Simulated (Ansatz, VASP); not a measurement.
# Al in VASP and in Ansatz

The input INCAR:

```
  PREC = Accurate
  ENCUT = 520
  EDIFF = 1E-7
  ISMEAR = -1
  SIGMA = 0.05
  LREAL = False
  LASPH = True
  NELM = 100
  ALGO = Fast
  ISIF = 2
  LWAVE = False
  LCHARG = False
  GGA = CA
  NBANDS = 10
```

KPOINTS

```
regular mesh
0
Gamma
  11 11 6
```

Contents of POSCAR:

```
Al
1.0
    2.8676155389      0.0000000000      0.0000000000
   -1.4338077694      2.4834279049      0.0000000000
    0.0000000000      0.0000000000      4.9623026648
Al
2
Direct
    0.3333333333      0.6666666667      0.2500000000
    0.6666666667      0.3333333333      0.7500000000
```

The input input.yaml:

```yaml
crystal:
  lattice:
    - [2.8676155389, 0.0, 0.0]
    - [-1.4338077694, 2.4834279049, 0.0]
    - [0.0, 0.0, 4.9623026648]
  atoms:
    - { symbol: Al, position: [0.3333333333, 0.6666666667, 0.25] }
    - { symbol: Al, position: [0.6666666667, 0.3333333333, 0.75] }
hamiltonian:
  xc: lda
  pseudopotentials: { kind: paw }
kpoints:
  mp_grid: { grid: [11, 11, 6] }
scf:
  occupations: { method: fermi_dirac, width: 0.05 }
output:
  forces: true
  stress: true
  eigenvalues: true
```

This isn't the form of Al at room conditions, which is fcc.

Alike in both runs: task single point; functional LDA; k mesh 11 × 11 × 6; occupations fermi-dirac, width 0.05 eV; no spin polarisation.

```csv
,VASP,Ansatz
version,VASP 6.6.1,Ansatz 0.2.0
potentials or method,"VASP PAW LDA potentials, release 64 (Al)",Ansatz PAW
plane-wave cutoff (eV),520,420
valence electrons in the cell,6,6
```

Ansatz gave:

| Item | Value |
| --- | --- |
| gap on the k mesh at the Fermi level (eV) | none |
| pressure (GPa) | -6.4 |
| largest component of the traceless stress (GPa) | 1.96 |

**Question.** What did VASP give for the same quantities?

**Answer.** gap on the k mesh at the Fermi level (eV): none; pressure (GPa): -6.4; largest component of the traceless stress (GPa): 1.98.

A gap of «none» marks a metal or a gap that the smearing closes.

Caveats: the PAW data sets come from PBE, with cores solved anew for the run's functional, which leaves a small shift of forces and pressure (Ansatz).
